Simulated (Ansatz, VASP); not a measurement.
# Two plane-wave programs on In

```
CELL_PARAMETERS angstrom
-1.90732 1.90732 1.90732
1.90732 -1.90732 1.90732
1.90732 1.90732 -1.90732
ATOMIC_POSITIONS crystal
In 0.00000 0.00000 0.00000
```

Alike in both runs: functional PBE; k mesh 15 × 15 × 15; occupations fermi-dirac, width 0.05 eV; no spin polarisation.

Ansatz relaxed the structure, and its values are those at the end. VASP's run is a single point on that final structure, the one shown.

```csv
,VASP,Ansatz
version,VASP 6.6.1,Ansatz 0.2.0
potentials or method,"VASP PAW PBE potentials, release 64 (In_d)","PAW with Ansatz's default frozen-core files, scalar-relativistic"
plane-wave cutoff (eV),520,420
valence electrons in the cell,13,13
```

|  | VASP | Ansatz | Ansatz less VASP |
| --- | --- | --- | --- |
| pressure (GPa) | 0.0 | 0.0 | +0.03 |
